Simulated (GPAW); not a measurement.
# Ga K ELNES/XANES of zinc-blende (GaAs)₁₋ₓ(GaP)ₓ at x = 0 from DFT, part 2 of 2

Aim: the Ga K edge in zinc-blende (GaAs)₁₋ₓ(GaP)ₓ at x = 0, one member of a composition series.

GPAW 26.7.0; X-ray absorption from dipole matrix elements to empty bands, plane-wave PAW PBE.

So far. Step 2 (The field without a hole): The mesh shows a gap of 0.59 eV. The excited electron is kept all the same, so that all members of the series, with or without a gap, are treated alike.

## (4) Spectrum with XCH, Ga atom 1

The holes are 8.0 Å apart. In GPAW the data set carries the hole's charge, so charge=0 means a charged cell and charge=-1 a neutral one. The excited electron is kept in the cell, where it fills the lowest empty states and screens the hole. After the field has converged, empty bands are computed with the density fixed and the dipole matrix elements are summed.

The absorber has 4 As at 2.45 Å (tetrahedral).

The input, xas.py:

```python
import numpy as np
from ase import Atoms
from ase.parallel import parprint, paropen
from gpaw import GPAW, PW, FermiDirac, Mixer, MixerDif, setup_paths
from gpaw.test import gen
setup_paths.insert(0, '.')
gen('Ga', name='fch1s', xcname='PBE', corehole=(1, 0, 1), write_xml=True)
from gpaw.mpi import world
world.barrier()

atoms = Atoms('GaAsGaAsGaAsGaAsGaAsGaAsGaAsGaAs',
    cell=[[0, 5.653, 5.653],
     [5.653, 0, 5.653],
     [5.653, 5.653, 0]],
    scaled_positions=[[0, 0, 0],
     [0.125, 0.125, 0.125],
     [0, 0, 0.5],
     [0.125, 0.125, 0.625],
     [0, 0.5, 0],
     [0.125, 0.625, 0.125],
     [0, 0.5, 0.5],
     [0.125, 0.625, 0.625],
     [0.5, 0, 0],
     [0.625, 0.125, 0.125],
     [0.5, 0, 0.5],
     [0.625, 0.125, 0.625],
     [0.5, 0.5, 0],
     [0.625, 0.625, 0.125],
     [0.5, 0.5, 0.5],
     [0.625, 0.625, 0.625]],
    pbc=True)
atoms.calc = calc = GPAW(legacy_gpaw=True, mode=PW(400, force_complex_dtype=True), xc='PBE', setups={0: 'fch1s'},
    kpts={'size': (3, 3, 3), 'gamma': True}, occupations=FermiDirac(0.04),
    charge=-1, mixer=Mixer(0.1, 5, 50), maxiter=150,
    convergence={'density': 0.0001, 'eigenstates': 1e-6}, txt='scf.txt')
energy = atoms.get_potential_energy() + calc.get_reference_energy()
ef = calc.get_fermi_level()
out = dict(energy=energy, fermi=ef, forces=atoms.get_forces().tolist())
parprint(f'all-electron energy {energy:.4f} eV, Fermi level {ef:.4f} eV')
ev = np.array([[calc.get_eigenvalues(k, s) for k in range(len(calc.get_ibz_k_points()))] for s in range(calc.get_number_of_spins())])
out['homo'], out['lumo'], out['counts'] = ev[ev < ef].max(), ev[ev > ef].min(), sorted(set((ev < ef).sum((0, 2)).tolist()))
out['filled'] = (ev[:, 0] < ef).sum(1).tolist()

from ase.units import Ha
from gpaw.xas import dipole_matrix_elements
nb = int(calc.get_number_of_electrons() / 2) + 185
top, nb = nb, nb + 8 + nb // 12
nscf = calc.fixed_density(kpts={'size': (4, 4, 4), 'gamma': True}, nbands=nb,
    convergence={'bands': top, 'eigenstates': 5e-3}, maxiter=60, txt='nscf.txt')
cell = atoms.cell.array
ops = [cell.T @ U.T @ np.linalg.inv(cell.T) for U in nscf.wfs.kd.symmetry.op_scc]
filled = [32]  # bands filled in the ground state, by spin
E = np.arange(-6, 30, 0.1)
fwhm = np.interp(E, [4, 25], [1.82, 3.5])
Y, X, zero, highest = 0, 0, 1e9, 1e9
for spin in range(nscf.get_number_of_spins()):
    wfs = nscf.wfs
    mine = wfs.bd.get_slice()  # this rank's bands
    A = dipole_matrix_elements(wfs.setups[0])
    eps = np.zeros((wfs.kd.nibzkpts, nb))
    d = np.zeros((3, A.shape[1], wfs.kd.nibzkpts, nb), complex)
    for kpt in wfs.kpt_u:
        if kpt.s == spin and 0 in kpt.P_ani:
            eps[kpt.k, mine] = kpt.eps_n * Ha
            d[:, :, kpt.k, mine] = (kpt.weight * wfs.nspins / 2) ** 0.5 * np.inner(A, kpt.P_ani[0])
    world.sum(eps)
    world.sum(d)
    T = np.einsum('amkn,bmkn->abkn', d, d.conj()).real
    T = sum(np.einsum('ai,ijkn,bj->abkn', R, T, R) for R in ops) / len(ops)
    empty = np.ones_like(eps, bool) & (np.arange(nb) >= filled[spin])
    zero, highest = min(zero, eps[empty].min()), min(highest, eps[:, top - 1].min())
    lines = [(eps, T, empty)] if spin == 0 else lines + [(eps, T, empty)]
for eps, T, empty in lines:
    f = np.einsum('aakn->akn', T).reshape(3, -1)
    x = eps.ravel() - zero
    w = np.interp(x, E, fwhm) / 2.35482
    g = np.exp(-0.5 * ((E[:, None] - x) / w) ** 2) / (w * (2 * np.pi) ** 0.5)
    Y = Y + (f * empty.ravel()) @ g.T
    X = X + (f * ~empty.ravel()) @ g.T
out.update(E=E.round(2).tolist(), xas=Y.tolist(), xes=X.tolist(), zero=zero, valid=highest - zero, nk=len(eps), nb=nb)
for i in range(0, len(E), 10):
    parprint(f'{E[i]:7.2f}', *(f'{v:10.3e}' for v in Y[:, i]))
import json
with paropen('out.json', 'w') as f:
    json.dump(out, f)
```

Run with:

```console
> OMP_NUM_THREADS=1 mpirun -n 4 gpaw python xas.py
```

Numbers of over 12 decimals in the logs are rounded to 6 here.

Output:

```text
Input parameters:
  charge: -1
  convergence: {density: 0.0001,
                eigenstates: 1e-06}
  kpts: {gamma: True,
         size: (3, 3, 3)}
  maxiter: 150
  mixer: {backend: pulay,
          beta: 0.1,
          method: separate,
          nmaxold: 5,
          weight: 50}
  mode: {ecut: 400.0,
         force_complex_dtype: True,
         name: pw}
  occupations: {fixmagmom: False,
                name: fermi-dirac,
                width: 0.04}
  setups: {0: fch1s}
  xc: PBE

Initialize ...

[... PAW data sets ...]

Reference energy: -904691.727254  # eV

Spin-paired calculation

[... convergence settings ...]
Symmetries present (total): 24
  [... symmetry matrices ...]

27 k-points: 3 x 3 x 3 Monkhorst-Pack grid
4 k-points in the irreducible part of the Brillouin zone
       k-points in crystal coordinates                weights
   0:     0.00000000    0.00000000    0.00000000          1/27
   1:     0.33333333    0.33333333   -0.33333333         12/27
   2:     0.33333333    0.33333333    0.00000000          6/27
   3:     0.33333333    0.33333333    0.33333333          8/27

Wave functions: Plane wave expansion
  Cutoff energy: 400.000 eV
  Number of coefficients (min, max): 6534, 6605
  Pulay-stress correction: 0.000000 eV/Ang^3 (de/decut=0.000000)
  Using FFTW library
  Wavefunction extrapolation:
    Improved wavefunction reuse through dual PAW basis

Occupation numbers: Fermi-Dirac:
  width: 0.0400  # eV

Eigensolver
   Davidson(niter=2)

Densities:
  Coarse grid: 40*40*40 grid
  Fine grid: 80*80*80 grid
  Total Charge: 0.000000

Density mixing:
  Method: separate
  Backend: pulay
  Linear mixing parameter: 0.1
  old densities: 5
  Width of damping distribution: 1.1
  Damping of long wavelength oscillations: 50

[... Hamiltonian set-up ...]
Number of atoms: 16
Number of atomic orbitals: 64
Number of bands in calculation: 43
Number of valence electrons: 65
Bands to converge: occupied

... initialized

Initializing position-dependent things.

Density initialized from atomic densities
Creating initial wave functions:
  43 bands from LCAO basis set

                             As

                    As   Ga
                      As
                Ga
             As            As
                  Ga
                  As
         Ga            Ga
                    As
              Ga
           As   Ga

       Ga

Atomic positions and initial magnetic moments

Positions:
   0 Ga     0.000000    0.000000    0.000000    ( 0.0000,  0.0000,  0.0000)
   1 As     1.413250    1.413250    1.413250    ( 0.0000,  0.0000,  0.0000)
   2 Ga     2.826500    2.826500    0.000000    ( 0.0000,  0.0000,  0.0000)
   3 As     4.239750    4.239750    1.413250    ( 0.0000,  0.0000,  0.0000)
   4 Ga     2.826500    0.000000    2.826500    ( 0.0000,  0.0000,  0.0000)
   5 As     4.239750    1.413250    4.239750    ( 0.0000,  0.0000,  0.0000)
   6 Ga     5.653000    2.826500    2.826500    ( 0.0000,  0.0000,  0.0000)
[...]
13 As     4.239750    4.239750    7.066250    ( 0.0000,  0.0000,  0.0000)
  14 Ga     5.653000    5.653000    5.653000    ( 0.0000,  0.0000,  0.0000)
  15 As     7.066250    7.066250    7.066250    ( 0.0000,  0.0000,  0.0000)

Unit cell:
           periodic     x           y           z      points  spacing
  1. axis:    yes    0.000000    5.653000    5.653000    40     0.1632
  2. axis:    yes    5.653000    0.000000    5.653000    40     0.1632
  3. axis:    yes    5.653000    5.653000    0.000000    40     0.1632

  Lengths:   7.994549   7.994549   7.994549
  Angles:   60.000000  60.000000  60.000000

Effective grid spacing dv^(1/3) = 0.1781

iter:   1   -76.711610
iter:   2   -75.020285   -2.07  -0.82
iter:   3   -73.722209   -1.58  -0.90
iter:   4   -73.663805   -2.46  -1.12
iter:   5   -73.701263   -2.95  -1.44
iter:   6   -73.678181   -2.91  -1.76
iter:   7   -73.683222c  -3.04  -2.18
iter:   8   -73.673759c  -4.68  -2.19
iter:   9   -73.669955c  -3.40  -2.32
iter:  10   -73.666326c  -4.34  -2.51
iter:  11   -73.666295c  -5.65  -3.08
iter:  12   -73.666281c  -6.40c -3.12
iter:  13   -73.666271c  -6.72c -3.20
iter:  14   -73.666266c  -6.48c -3.26
iter:  15   -73.666265c  -6.67c -3.63
iter:  16   -73.666263c  -7.69c -3.78
iter:  17   -73.666260c  -7.31c -3.88
iter:  18   -73.666260c  -8.38c -4.30c

Converged after 18 iterations.

Dipole moment: (-27.551014, -27.551014, -27.551014) |e|*Ang

Energy contributions relative to reference atoms: (reference = -904691.727254)

Kinetic:       +239.114159
Potential:     -214.609538
External:        +0.000000
XC:             -98.258028
Entropy (-ST):   -0.005608
Local:           +0.089951
SIC:             +0.000000
--------------------------
Free energy:    -73.669064
Extrapolated:   -73.666260

Showing only first 2 kpts
 Kpt  Band  Eigenvalues  Occupancy
  0    30      4.91966    2.00000
  0    31      4.91966    2.00000
  0    32      4.91966    2.00000
  0    33      5.77546    1.99974

  1    30      3.40402    2.00000
  1    31      4.39010    2.00000
  1    32      6.68376    0.00000
[...]
Fermi level: 6.13263

No gap
No difference between direct/indirect transitions

Forces in eV/Ang:
  0 Ga   -0.00000    0.00000    0.00000
  1 As    0.11286    0.11286    0.11286
  2 Ga    0.00000   -0.00000   -0.23833
  3 As   -0.11286   -0.11286    0.11286
  4 Ga    0.00000   -0.23833    0.00000
  5 As   -0.11286    0.11286   -0.11286
  6 Ga    0.23833   -0.00000    0.00000
[...]
13 As    0.01746    0.01746   -0.01746
 14 Ga    0.00000   -0.00000   -0.00000
 15 As   -0.01746   -0.01746   -0.01746
Scalar-relativistic atomic PBE calculation for Ga (Gallium, Z=31)
Core hole in 1s state (1s occupation: 1.0)
600 radial gridpoints.
|------------------------------------------------|
|------------------------------------------------|
[... the atom generator's iteration count ...]

Energy contributions:
-------------------------
Kinetic:    +1582.696000
XC:           -66.183414
Potential:  -3077.448795
-------------------------
Total:      -1560.936209

state      eigenvalue         ekin         rmax
-----------------------------------------------
1s^1.0 :  -389.489147   491.277840        0.032
2s^2.0 :   -49.683385    97.080870        0.179
2p^6.0 :   -44.278459    95.840630        0.142
3s^2.0 :    -6.370658    22.110120        0.549
3p^6.0 :    -4.569804    20.074579        0.544
3d^10.0:    -1.425937    15.061013        0.502
4s^2.0 :    -0.719303     2.623253        1.733
4p^1.0 :    -0.414984     1.688292        2.088
-----------------------------------------------
(units: Bohr and Hartree)

Generating PAW setup
Kinetic energy of the core from tauc = 1590.66774801384
Cutoffs:
rc(s)=2.200
rc(p)=2.200
rc(d)=2.200
rc(vbar)=1.980
rc(comp)=2.200
rc(nct)=2.200

Kinetic energy of the core states: 1575.761202
Charge: 1.0
Core electrons: 27.0
Valence electrons: 3.0
Pseudo-core charge: 1.204949
Shape function alpha=2.066
Pseudo-electron charge 4.635910
state    eigenvalue         norm
--------------------------------
4s(2) :    -0.719303     1.202912
*s    :     0.280697
4p(1) :    -0.414984     1.025137
*p    :     0.585016
*d    :     0.000000
--------------------------------

Diagonalizing with gridspacing h=0.050

state   all-electron     PAW
-------------------------------
4s:      -0.719303    -0.719529
4p:      -0.414984    -0.415179
*d:                   -0.111571
*f:                   -0.022852
-------------------------------
all-electron energy -904765.3935 eV, Fermi level 6.1326 eV
[...]
27.00  1.166e-07  1.166e-07  1.166e-07
  28.00  1.209e-07  1.209e-07  1.209e-07
  29.00  1.246e-07  1.246e-07  1.246e-07
```

It took 45 s on 4 MPI ranks of AMD EPYC 9R14 (Zen 4), shared host; peak memory 0.47 GiB; 3 min of CPU time.

The Ga K spectrum, Ga atom 1, excited-electron core hole (neutral cell) (energy from the bottom of the conduction band, which holds the excited electron; intensity scaled to a mean of 1 over the first 20 eV):

```
E (eV)  intensity
 -2.00       0.00
 -1.25       0.00
 -0.50       0.03
  0.25       0.15
  1.00       0.45
  1.75       0.84
  2.50       1.20
  3.25       1.50
  4.00       1.81
  4.75       1.78
  5.50       1.41
  6.25       1.11
  7.00       1.02
  7.75       0.99
  8.50       0.92
  9.25       0.88
 10.00       0.94
 10.75       1.07
 11.50       1.21
 12.25       1.25
 13.00       1.15
 13.75       0.99
 14.50       0.83
 15.25       0.71
 16.00       0.66
 16.75       0.67
 17.50       0.74
 18.25       0.80
 19.00       0.80
 19.75       0.77
 20.50       0.75
 21.25       0.74
 22.00       0.75
 22.75       0.74
 23.50       0.72
 24.25       0.71
 25.00       0.71
 25.75       0.73
 26.50       0.75
 27.25       0.78
```

Main maxima below 27 eV (height): 4.4 eV (1.86), 12.2 eV (1.25) and 18.6 eV (0.81). A K edge sees empty p states on the absorber.

The energy difference (zero at 10401 eV) isn't read as a photon energy: for so heavy an absorber the terms left out (the hole's spin, the functional's error) amount to tens of eV or more.

## (5) What came out

```
absorber and edge             : Ga K, atom 1 of the ground-state input (counted from 1)
surroundings                  : 4 As at 2.45 Å (tetrahedral)
highest intensity below 24 eV : 4.4 eV above the zero, height 1.86
```

**Reading.** The Ga K edge of atom 1, with 4 As at 2.45 Å (tetrahedral), has its highest intensity of the first 24 eV at 4.4 eV above the zero, 1.9 times the mean level of the first 20 eV (Gaussian full width 1.82 eV up to 4 eV, rising linearly to 3.5 eV at 25 eV). The script folds with a Gaussian, whereas the core hole's own line is a Lorentzian, so the onset is too steep and the first peak too high.

[Banner, clock and machine lines of the logs are left out without a mark of their own.]

[Logs are printed without paths, hosts, clocks, repeated set-up lines and the standing remarks that a program may print on its own settings, such as how far it seeks lower states.]

[Hosts, paths, dates, database ids (printed as entryN), source tags and the programs' standing remarks are cut or masked in the printed files.]

[Lists of maxima count a maximum above −3 eV only where it reaches 4 % of the highest in the window and stands out from its surroundings by 2 % of it (1.5 % where it reaches 55 %); shoulders and weaker maxima are passed over, and of the rest the first, up to two pre-edge ones and the few strongest are named.]
